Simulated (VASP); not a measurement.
Here is a VASP 6.6.1 calculation.

INCAR

```
SYSTEM = CsSnBr3
ALGO = Normal ; EDIFF = 1E-7
EDIFFG = -0.005 ; ENCUT = 600
GGA = PS ; IBRION = 2
ISIF = 3 ; ISMEAR = 0
KPAR = 4 ; LASPH = .TRUE.
LCHARG = .FALSE. ; LREAL = .FALSE.
LWAVE = .FALSE. ; NELM = 80
NSW = 90 ; PREC = Accurate
SIGMA = 0.03
```

KPOINTS

```
k-points
0
G
  6 6 6
  0 0 0
```

File POSCAR:

```
CsSnBr3                                 
1.0
    5.7688252744     -0.0000000000      0.0000000000
   -0.0000000000      5.7688252744      0.0000000000
   -0.0000000000     -0.0000000000      5.7688252744
  Cs              Sn              Br            
     1     1     3
Direct
     0.0000000000000000    0.0000000000000000    0.0000000000000000
     0.5000000000000000    0.5000000000000000    0.5000000000000000
     0.5000000000000000    0.0000000000000000    0.5000000000000000
     0.5000000000000000    0.5000000000000000    0.0000000000000000
     0.0000000000000000    0.5000000000000000    0.5000000000000000
```

Potentials or basis: VASP PAW PBE potentials, release 64 (Cs_sv, Sn_d, Br).

Launch:

```console
$ cat potpaw_PBE.64/Cs_sv/POTCAR potpaw_PBE.64/Sn_d/POTCAR potpaw_PBE.64/Br/POTCAR > POTCAR
$ mpirun -np 4 vasp_std > vasp.out
```

**Question.** What does it give for the band gap on the k mesh?

**Answer.** 0.22 eV, direct.

Final structure:
```
Cs Sn Br
1.0
     5.76883    0.00000    0.00000
     0.00000    5.76883    0.00000
     0.00000    0.00000    5.76883
Cs Sn Br
1 1 3
Direct
  0.00000 0.00000 0.00000
  0.50000 0.50000 0.50000
  0.50000 0.00000 0.50000
  0.50000 0.50000 0.00000
  0.00000 0.50000 0.50000
```

Caveat: the relaxation stopped at its first step, so nothing moved; spin-orbit coupling is left out, which moves the levels of the heavy elements. A k mesh can miss the band edges.
